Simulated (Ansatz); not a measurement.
Runs of Ansatz 0.2.0 on SnTe. It takes space group Pm-3m (No. 221, cubic). Conventional cell: a = 3.905 Å, b = 3.905 Å, c = 3.905 Å, α = 90.00°, β = 90.00°, γ = 90.00°. Te (site symmetry m-3m) is surrounded by 8 Sn at 3.38 Å. Sn (site symmetry m-3m) has 8 Te at 3.38 Å as nearest neighbours. Measurements of this composition are mostly on another form, of space group No. 225.

| task | level | spin | cell | k mesh | points for each segment of the path | gap on the mesh (eV) | pressure (GPa) | relaxed volume (Å³/atom) |
| --- | --- | --- | --- | --- | --- | --- | --- | --- |
| band structure | LDA | SOC, no magnetisation | as given | 5 × 5 × 5 | 14 | none | -4.1 | - |
| relaxation of cell and atoms | LDA | off | relaxed | 7 × 7 × 7 | - | none | 0.0 | (b) |
| relaxation of cell and atoms | RPBE+D4 | off | relaxed | 7 × 7 × 7 | - | none | 0.0 | (a) |
| relaxation of cell and atoms | revPBE+D4 | off | relaxed | 7 × 7 × 7 | - | none | 0.0 | 27.11 |
| relaxation of cell and atoms | revPBE+D3(BJ) | off | relaxed | 7 × 7 × 7 | - | none | 0.0 | 26.69 |
| band structure | PBEsol | off | as given | 7 × 7 × 7 | 14 | none | -3.8 | - |
| relaxation of cell and atoms | PBEsol | off | relaxed | 7 × 7 × 7 | - | none | 0.0 | 27.09 |

Alike in all rows: potentials or basis Ansatz PAW; cutoff (eV) 420; smearing fermi-dirac 0.05 eV.

**Question.** Estimate the missing entries.

**Answer.** (a) 26.96; (b) 26.53.

Caveats: the PAW data sets come from PBE, with cores solved anew for the run's functional, which leaves a small shift of forces and pressure; the plane-wave basis is chosen anew once the cell has moved, so the energies of steps on either side of that aren't comparable (some runs); pairwise dispersion overbinds metals, which lowers pressure and volume (some runs); spin-orbit coupling is left out, which moves the levels of the heavy elements (some runs).

A k mesh can miss the band edges, and rows without SOC leave out spin-orbit coupling on Sn, Te.

A gap of «none» marks a metal or a gap under the smearing width.
